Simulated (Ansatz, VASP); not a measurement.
Ga: VASP beside Ansatz

```xyz
2
Lattice="1.4500 -4.0650 0.0000 1.4500 4.0650 0.0000 0.0000 0.0000 3.1700" Properties=species:S:1:pos:R:3 pbc="T T T"
Ga    1.4500   -2.9837    0.8725
Ga    1.4500    2.9837    2.3775
```

Alike in both runs: task single point; functional PBE; k mesh 15 × 15 × 13; occupations fermi-dirac, width 0.05 eV; no spin polarisation.

|  | VASP | Ansatz |
| --- | --- | --- |
| version | VASP 6.6.1 | Ansatz 0.2.0 |
| potentials or method | VASP PAW PBE potentials, release 64 (Ga_d), cutoff 520 eV | all-electron LAPW, scalar-relativistic |

VASP gave:

- pressure (GPa): 1.6
- largest component of the traceless stress (GPa): 1.60
- rms of the force components (eV/Å): 0.141

Task: Which values does Ansatz return?

Result: Pressure (GPa): 1.6; largest component of the traceless stress (GPa): 1.59; rms of the force components (eV/Å): 0.140.

Atom by atom the forces differ by 0.001 eV/Å (rms over components). Ansatz ran all-electron here, so the differences hold the error of VASP's frozen core and of both bases. Ansatz warned: «cushion_ram_shed».
